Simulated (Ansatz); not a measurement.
# CdTe: the cost of one run

Computed with the Python package of Ansatz 0.2.0. Level of theory: DFT revPBE, plane waves, PAW.

The COD entry's cell or inner coordinates are ideal or old and differ from later refinements, so a difference from it is no clean test against experiment.

## Step 1: The system

The structure is cubic, space group F-43m (No. 216). Conventional cell: a = 6.410 Å, b = 6.410 Å, c = 6.410 Å, α = 90.00°, β = 90.00°, γ = 90.00°. Around Cd (site symmetry -43m) lie 4 Te at 2.78 Å. Around Te (site symmetry -43m) lie 4 Cd at 2.78 Å.

No structure file is read: the coordinates are typed or built in the script.

## Step 2: The script

push_cdte.py

```python
"""Frozen displacement of one atom in CdTe."""

import ansatz as az
from ase import Atoms
import numpy as np


def main() -> None:
    atoms = Atoms(
        ["Cd", "Te"],
        scaled_positions=[
            (0.0, 0.0, 0.0),
            (0.25, 0.25, 0.25),
        ],
        cell=[
            (0.0, 3.205, 3.205),
            (3.205, 0.0, 3.205),
            (3.205, 3.205, 0.0),
        ],
        pbc=True,
    )
    structure = az.Crystal.from_ase(atoms)

    inverse = np.linalg.inv(np.array(structure.lattice.vectors))
    home = np.array(structure.sites[0].position)
    values = np.linspace(-0.2, 0.2, 5)
    energies, pulls = [], []
    for shift in values:
        moved = structure.move(0, to=home + shift * inverse[0])
        calc = (
            moved.calculation()
            .functional("revpbe")
            .basis(470, xc_grid=3)
            .accuracy("medium")
            .kpoints(5, 5, 5, center="monkhorst-pack")
            .occupations("fixed")
            .mixing("broyden", ndim=12, beta=0.2)
            .scf(tolerance=1e-08)
            .forces()
        )
        r = calc.run(threads=1, pin="off").report
        energies.append(r["free_energy_ev"])
        pulls.append(r["forces_ev_ang"][0][0])

    # the force is minus the slope of the free energy
    print("shift (A)   dE (eV)   force along x (eV/A)")
    for shift, e, f in zip(values, energies, pulls):
        print(f"{shift:8.3f} {e - energies[2]:10.5f} {f:12.4f}")
    print(f"stiffness from energies {2 * np.polyfit(values, energies, 2)[0]:.3f}, from forces {-np.polyfit(values, pulls, 1)[0]:.3f} eV/A^2")


if __name__ == "__main__":
    main()
```

## Step 3: The run

Run with:

```console
$ python push_cdte.py
```

Q: Estimate wall time and peak memory on 1 thread of Arm Neoverse N1, shared host.

About 39 s, with a peak of 0.47 GiB.
